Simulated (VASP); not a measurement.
A run of VASP 6.6.1:

File POSCAR:

```
FeSi
1.0
    4.5507000000      0.0000000000      0.0000000000
    0.0000000000      4.5507000000      0.0000000000
    0.0000000000      0.0000000000      4.5507000000
Fe Si
4 4
Direct
    0.1365200000      0.1365200000      0.1365200000
    0.3634800000      0.8634800000      0.6365200000
    0.6365200000      0.3634800000      0.8634800000
    0.8634800000      0.6365200000      0.3634800000
    0.8424000000      0.8424000000      0.8424000000
    0.6576000000      0.1576000000      0.3424000000
    0.3424000000      0.6576000000      0.1576000000
    0.1576000000      0.3424000000      0.6576000000
```

The input INCAR.step1:

```
SYSTEM = FeSi
PREC     = Accurate       ! precision mode
ENCUT    = 520            ! plane-wave cutoff, eV
EDIFF    = 1E-7           ! SCF threshold, eV
ISMEAR   = -1             ! smearing method
SIGMA    = 0.01           ! smearing width, eV
LREAL    = .FALSE.        ! projectors in reciprocal space
LASPH    = .TRUE.         ! aspherical terms in the spheres
NELM     = 150            ! most SCF steps
ALGO     = Normal         ! electronic algorithm
ISIF     = 2              ! what is computed and relaxed
LWAVE    = .FALSE.        ! write WAVECAR
LCHARG   = .TRUE.         ! write CHGCAR
LMAXMIX  = 4              ! l up to which the mixer works
```

KPOINTS.step1

```
regular mesh
0
G
  6 6 6
  0 0 0
```

File INCAR.step2:

```
SYSTEM = FeSi
PREC     = Accurate       ! precision mode
ENCUT    = 520            ! plane-wave cutoff, eV
EDIFF    = 1E-7           ! SCF threshold, eV
ISMEAR   = 0              ! smearing method
SIGMA    = 0.05           ! smearing width, eV
LREAL    = .FALSE.        ! projectors in reciprocal space
LASPH    = .TRUE.         ! aspherical terms in the spheres
NELM     = 150            ! most SCF steps
ALGO     = Normal         ! electronic algorithm
ISIF     = 2              ! what is computed and relaxed
LWAVE    = .FALSE.        ! write WAVECAR
LCHARG   = .FALSE.        ! write CHGCAR
LMAXMIX  = 4              ! l up to which the mixer works
ICHARG   = 11             ! starting density
```

File KPOINTS.step2:

```
path GXMGRX,MR
10
line-mode
reciprocal
 0.0000000000  0.0000000000  0.0000000000  G
 0.0000000000  0.5000000000  0.0000000000  X

 0.0000000000  0.5000000000  0.0000000000  X
 0.5000000000  0.5000000000  0.0000000000  M

 0.5000000000  0.5000000000  0.0000000000  M
 0.0000000000  0.0000000000  0.0000000000  G

 0.0000000000  0.0000000000  0.0000000000  G
 0.5000000000  0.5000000000  0.5000000000  R

 0.5000000000  0.5000000000  0.5000000000  R
 0.0000000000  0.5000000000  0.0000000000  X

 0.5000000000  0.5000000000  0.0000000000  M
 0.5000000000  0.5000000000  0.5000000000  R
```

Potentials or basis: VASP PAW LDA potentials, release 64 (Fe, Si).

Launch:

```bash
$ cat potpaw_LDA.64/Fe/POTCAR potpaw_LDA.64/Si/POTCAR > POTCAR
$ cp INCAR.step1 INCAR
$ cp KPOINTS.step1 KPOINTS
$ mpirun -np 1 vasp_std > vasp.out
$ cp INCAR.step2 INCAR
$ cp KPOINTS.step2 KPOINTS
$ mpirun -np 1 vasp_std > vasp.out
```

Hardware: 1 thread of AMD EPYC 9R14 (Zen 4), with other jobs on the host.

Problem. How long does it take, and how much memory?

Solution. Run time: 110 s on 1 thread of AMD EPYC 9R14 (Zen 4) (shared host), peak memory 0.22 GiB. Counts: scf iterations 9, k points 60.
